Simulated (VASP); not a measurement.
# Ga in VASP: relaxation of the atoms with PBE+dDsC

Aim: the relaxation of the atoms of Ga with PBE+dDsC.

Everything below comes from runs of VASP 6.6.1. Logs are shortened: lines on timing, memory, paths and dates and some standing lists are left out, and cuts for length are marked.

## 1. The undisturbed slab

The cell holds a slab with vacuum, 5 atoms: a = 2.808 Å, b = 2.985 Å, c = 24.504 Å, α = 90.00°, β = 90.00°, γ = 118.06°.

The slab is cut from a database's or a generator's crystal, which needn't be the stable form of the element.

## 2. Relaxation of the atoms, PBE+dDsC (the (1 0 1) slab of Ga, cut from the database cell, not relaxed)

File INCAR:

```
SYSTEM = Ga
PREC     = Accurate       ! precision mode
ENCUT    = 520            ! plane-wave cutoff, eV
EDIFF    = 1E-6           ! SCF threshold, eV
ISMEAR   = 0              ! smearing method
SIGMA    = 0.05           ! smearing width, eV
LREAL    = .False.        ! projectors in reciprocal space
LASPH    = .True.         ! aspherical terms in the spheres
NELM     = 60             ! most SCF steps
ALGO     = Normal         ! electronic algorithm
ISIF     = 2              ! what is computed and relaxed
LWAVE    = .False.        ! write WAVECAR
LCHARG   = .False.        ! write CHGCAR
LDIPOL   = .True.       
IDIPOL   = 3            
DIPOL    = 0.5 0.5 0.500
GGA      = PE             ! functional
IVDW     = 4              ! dispersion correction
IBRION   = 2              ! ionic algorithm
NSW      = 40             ! ionic steps
EDIFFG   = -0.01          ! ionic threshold
```

File KPOINTS:

```
Automatic mesh
0
Gamma
  11 11 1
  0 0 0
```

File POSCAR:

```
Ga
1.0
    2.8080000000      0.0000000000      0.0000000000
   -1.4040000000      2.6343228731      0.0000000000
    0.0000000000      0.0000000000     24.5038190858
Ga
5
Selective dynamics
Direct
    0.2840509264      0.5681018529      0.3060747377  F F F
    0.5681018529      0.1362037057      0.4030373689  F F F
    0.8521527793      0.7043055586      0.5000000000  T T T
    0.1362037057      0.2724074115      0.5969626311  T T T
    0.4202546322      0.8405092644      0.6939252623  T T T
```

Potentials or basis: VASP PAW PBE potentials, release 64 (Ga_d).

On the command line:

```sh
$ cat potpaw_PBE.64/Ga_d/POTCAR > POTCAR
$ mpirun -np 1 vasp_std > vasp.out
```

OUTCAR:

```text
SYSTEM = Ga
   PREC = Accurate
   ENCUT = 520
   EDIFF = 1E-6
   ISMEAR = 0
   LREAL = .False.
   LASPH = .True.
   NELM = 60
   ISIF = 2
   GGA = PE
   IVDW = 4
   IBRION = 2
   NSW = 40
   EDIFFG = -0.01
  IVDW =   4

 ion  position               nearest neighbor table
   1  0.284  0.568  0.306-   2 2.81
   2  0.568  0.136  0.403-   3 2.81   1 2.81
   3  0.852  0.704  0.500-   4 2.81   2 2.81
   4  0.136  0.272  0.597-   3 2.81   5 2.81
   5  0.420  0.841  0.694-   4 2.81

  LATTYP: Found a base centered orthorhombic cell.
 ALAT       =     2.8080000000
 B/A-ratio  =     1.8762983427
 C/A-ratio  =     8.7264312984

  Lattice vectors:

 A1 = (   1.4040000000,  -2.6343228731,   0.0000000000)
 A2 = (   1.4040000000,   2.6343228731,   0.0000000000)
 A3 = (   0.0000000000,   0.0000000000,  24.5038190858)

Analysis of symmetry for initial positions (statically):
=====================================================================
 Subroutine PRICEL returns:
 Original cell was already a primitive cell.

 Routine SETGRP: Setting up the symmetry group for a
 base centered orthorhombic supercell.

 Subroutine GETGRP returns: Found  4 space group operations
 (whereof  2 operations were pure point group operations)
 out of a pool of  8 trial point group operations.

The static configuration has the point symmetry C_1h.
 The point group associated with its full space group is C_2h.

Analysis of symmetry for dynamics (positions and initial velocities):
=====================================================================
 Subroutine PRICEL returns:
 Original cell was already a primitive cell.

 Routine SETGRP: Setting up the symmetry group for a
 base centered orthorhombic supercell.

 Subroutine GETGRP returns: Found  4 space group operations
 (whereof  2 operations were pure point group operations)
 out of a pool of  8 trial point group operations.

The dynamic configuration has the point symmetry C_1h.
 The point group associated with its full space group is C_2h.

Analysis of constrained symmetry for selective dynamics:
=====================================================================
 Subroutine PRICEL returns:
 Original cell was already a primitive cell.

 Routine SETGRP: Setting up the symmetry group for a
 base centered orthorhombic supercell.

 Subroutine GETGRP returns: Found  2 space group operations
 (whereof  2 operations were pure point group operations)
 out of a pool of  8 trial point group operations.

The constrained configuration has the point symmetry C_1h.

 Subroutine INISYM returns: Found  2 space group operations
[... 127 lines left out ...]
   LORBIT       =      0    0 simple, 1 ext, 2 COOP (PROOUT), +10 PAW based schemes
   GGA     = PE    functional components
   LHFCALC =     F    Hartree Fock is set to
   AEXX    =    0.0000 exact exchange contribution
   IVDW    =     4    specifies the selected vdW correction
   LEPSILON=     F    determine dielectric tensor
   LRPA    =     F    only Hartree local field effects (RPA)
 conjugate gradient relaxation of ions
 non-spin polarized calculation
 Gauss-broadening in eV      SIGMA  =   0.05
  energy-cutoff  :      520.00
  volume of cell :      181.26
 maximum number of plane-waves:      4917
 NGX is ok and might be reduce to    24
   NGX = 11   NGY = 11   NGZ = 91

--------------------------------------- Ionic step        1  -------------------------------------------

 number of electron      64.9999997 magnetization

 Free energy of the ion-electron system (eV)
  ---------------------------------------------------
  ext. energy  EPLUGINS =         0.00000000
  ---------------------------------------------------
  free energy    TOTEN  =       -14.00563016 eV

  energy without entropy =      -14.00184378  energy(sigma->0) =      -14.00373697

------------------------ aborting loop because EDIFF is reached ----------------------------------------

  dDsC method for vdW energy calculation

  Number of pair interactions contributing to vdW energy:   42399
[... 120 lines left out ...]
  FREE ENERGIE OF THE ION-ELECTRON SYSTEM (eV)
  ---------------------------------------------------
  free  energy   TOTEN  =       -15.0745642543 eV

  energy  without entropy=      -15.0712818140  energy(sigma->0) =      -15.07292303

 vacuum level on the upper side and lower side of the slab       (xc-potential included)        -0.029         0.010

[... ionic steps 4 to 8 ...]

--------------------------------------- Ionic step        9  -------------------------------------------

 number of electron      64.9999993 magnetization

------------------------ aborting loop because EDIFF is reached ----------------------------------------
[... 79 lines left out ...]
  FREE ENERGIE OF THE ION-ELECTRON SYSTEM (eV)
  ---------------------------------------------------
  free  energy   TOTEN  =       -15.0937823433 eV

  energy  without entropy=      -15.0906752756  energy(sigma->0) =      -15.09222881

 dipolmoment           0.000000      0.000000      0.000691 electrons x Angstroem

--------------------------------------- Ionic step       11  -------------------------------------------

 number of electron      64.9999991 magnetization

 dipolmoment           0.000000      0.000000     -0.001270 electrons x Angstroem

 Free energy of the ion-electron system (eV)
  ---------------------------------------------------
  ext. energy  EPLUGINS =         0.00000000
  ---------------------------------------------------
  free energy    TOTEN  =       -14.03666157 eV

  energy without entropy =      -14.03341665  energy(sigma->0) =      -14.03503911

 E-fermi :   1.0088     XC(G=0):  -6.2684

 val. band max:        0.9894873550   @ k =   0.2727   0.2727   0.0000
 cond. band min:       1.0280205769   @ k =   0.2727   0.3636   0.0000
 fundamental gap:      0.0385332219
 Fermi energy:         1.0088313141

 k-point     1 :       0.0000    0.0000    0.0000
  band No.  band energies     occupation
      1     -14.0910      2.00000
      2     -14.0744      2.00000
      3     -14.0715      2.00000
      4     -14.0488      2.00000
      5     -14.0378      2.00000
      6     -14.0198      2.00000
[... 997 lines left out ...]
     38       4.7347      0.00000
     39       5.6010      0.00000

 [... further k-points ...]

------------------------ aborting loop because EDIFF is reached ----------------------------------------

 vacuum level on the upper side and lower side of the slab       (xc-potential included)        -0.216        -0.167

  Hirshfeld-DOM and Hirshfeld charges and relative Volumes:
            ion         q(e)           q(e)           rel_vol
   -----------------------------------------------------------
      1     Ga          0.010          0.008          1.034
      2     Ga         -0.010         -0.008          1.031
      3     Ga         -0.001         -0.001          1.032
      4     Ga         -0.008         -0.007          1.037
      5     Ga          0.009          0.008          1.038
[... 34 lines left out ...]
  FREE ENERGIE OF THE ION-ELECTRON SYSTEM (eV)
  ---------------------------------------------------
  free  energy   TOTEN  =       -15.0951812562 eV

  energy  without entropy=      -15.0919363415  energy(sigma->0) =      -15.09355880

 reached required accuracy - stopping structural energy minimisation

 vacuum level on the upper side and lower side of the slab         4.915         4.919
```

OSZICAR:

```text
N       E                     dE             d eps       ncg     rms          rms(c)
DAV:   1     0.524899201292E+03    0.52490E+03   -0.32885E+04  2885   0.255E+03
DAV:   2     0.602226164850E+02   -0.46468E+03   -0.45218E+03  2843   0.617E+02
DAV:   3    -0.110933555802E+02   -0.71316E+02   -0.69062E+02  3287   0.175E+02
[... 119 lines left out ...]
DAV:   3    -0.140355316224E+02    0.66268E-02   -0.84661E-02  4761   0.581E+00    0.306E-02
DAV:   4    -0.140365780325E+02   -0.10464E-02   -0.10906E-02  3162   0.103E+00    0.273E-02
DAV:   5    -0.140366572353E+02   -0.79203E-04   -0.95929E-04  3339   0.513E-01    0.215E-02
DAV:   6    -0.140366619391E+02   -0.47038E-05   -0.15067E-04  3927   0.160E-01    0.119E-02
DAV:   7    -0.140366610006E+02    0.93849E-06   -0.33068E-05  4530   0.944E-02    0.261E-03
DAV:   8    -0.140366615657E+02   -0.56503E-06   -0.94966E-06  3123   0.681E-02
  11 F= -.15095181E+02 E0= -.15093559E+02  d E =-.783984E-02
```

CONTCAR:

```text
Ga
   1.00000000000000
     2.8079999999999998    0.0000000000000000    0.0000000000000000
    -1.4039999999999999    2.6343228730999999    0.0000000000000000
     0.0000000000000000    0.0000000000000000   24.5038190858000000
  Ga
     5
Selective dynamics
Direct
     0.2840509263999991    0.5681018528999999    0.3060747377000013   F   F   F
     0.5681018528999999    0.1362037056999981    0.4030373689000015   F   F   F
     0.8523440589115469    0.7046881178230932    0.5011246476642153   T   T   T
     0.1387307821375693    0.2774615643751405    0.6000729072133544   T   T   T
     0.4179182492765722    0.8358364985531443    0.7010296995219004   T   T   T

  0.00000000E+00  0.00000000E+00  0.00000000E+00
  0.00000000E+00  0.00000000E+00  0.00000000E+00
  0.00000000E+00  0.00000000E+00  0.00000000E+00
  0.00000000E+00  0.00000000E+00  0.00000000E+00
  0.00000000E+00  0.00000000E+00  0.00000000E+00
```

Wall time 21 min (1 thread of Intel Xeon 6975P-C (Granite Rapids), shared host); peak memory 0.45 GiB.

Results:

```yaml
Free_energy: -15.0952 eV
Energy_gained_by_relaxing: 6.1 meV/atom
Ionic_steps: 11
Band_gap_on_the_k_mesh: none (metal or under the smearing width)
Dispersion_energy_per_atom: -0.212 eV
```

The path:
```tsv
step	energy change (eV)	largest force (eV/Å)	pressure (GPa)
1	0.0000	0.2179	0.13
2	-0.0030	0.2168	0.12
3	-0.0099	0.2125	0.10
4	-0.0146	0.2218	-0.05
5	-0.0135	0.2102	0.02
6	-0.0172	0.1999	0.00
7	-0.0222	0.1792	-0.08
8	-0.0227	0.1746	-0.12
9	-0.0246	0.1710	-0.10
10	-0.0291	0.1580	-0.29
11	-0.0305	0.1529	-0.22
```

Final structure:
```xyz
5
Lattice="2.8080 0.0000 0.0000 -1.4040 2.6343 0.0000 0.0000 0.0000 24.5038" Properties=species:S:1:pos:R:3 pbc="T T T"
Ga    0.0000    1.4966    7.5000
Ga    1.4040    0.3588    9.8760
Ga    1.4040    1.8564   12.2795
Ga    0.0000    0.7309   14.7041
Ga    0.0000    2.2019   17.1779
```
